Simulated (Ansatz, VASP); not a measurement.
## TiTe2 in VASP and in Ansatz

File INCAR:

```
PREC = Accurate
ENCUT = 520
EDIFF = 1E-6
ISMEAR = 0
SIGMA = 0.1
LREAL = F
LASPH = T
NELM = 80
ALGO = Normal
ISIF = 2
LWAVE = F
LCHARG = F
NBANDS = 19
```

KPOINTS

```
regular mesh
0
Gamma
  6 6 4
```

Contents of POSCAR:

```
TiTe2
1.0
    3.7770000000      0.0000000000      0.0000000000
   -1.8885000000      3.2709779501      0.0000000000
    0.0000000000      0.0000000000      6.4980000000
Ti Te
1 2
Direct
    0.0000000000      0.0000000000      0.0000000000
    0.6666666667      0.3333333333      0.2628000000
    0.3333333333      0.6666666667      0.7372000000
```

Input for Ansatz:

```yaml
crystal:
  lattice:
    - [3.777, 0.0, 0.0]
    - [-1.8885, 3.2709779501, 0.0]
    - [0.0, 0.0, 6.498]
  atoms:
    - { symbol: Ti, position: [0.0, 0.0, 0.0] }
    - { symbol: Te, position: [0.6666666667, 0.3333333333, 0.2628] }
    - { symbol: Te, position: [0.3333333333, 0.6666666667, 0.7372] }
basis:
  ecutwfc: 420
kpoints:
  mp_grid: { grid: [6, 6, 4] }
hamiltonian:
  xc: lda
scf:
  occupations: { method: gaussian, width: 0.1 }
output:
  forces: true
  stress: true
  eigenvalues: true
```

Alike in both runs: task single point; functional LDA; k mesh 6 × 6 × 4; occupations gaussian, width 0.1 eV; no spin polarisation.

|  | VASP | Ansatz |
| --- | --- | --- |
| version | VASP 6.6.1 | Ansatz 0.2.0 |
| potentials or method | VASP PAW LDA potentials, release 64 (Ti_sv, Te) | scalar-relativistic, plane waves, PAW |
| plane-wave cutoff (eV) | 520 | 420 |
| valence electrons in the cell | 24 | 44 |

```tsv
	VASP	Ansatz	Ansatz less VASP
gap on the k mesh at the Fermi level (eV)	none	none	-
pressure (GPa)	-4.1	-4.2	-0.10
largest component of the traceless stress (GPa)	0.11	0.13	+0.018
rms of the force components (eV/Å)	0.157	0.171	+0.0141
```

Atom by atom the forces differ by 0.014 eV/Å (rms over components). A gap of «none» marks a metal or a gap that the smearing closes. The two sets of potentials don't hold the same shells in valence.

The runs have no spin-orbit coupling, so splittings on Te are missing.
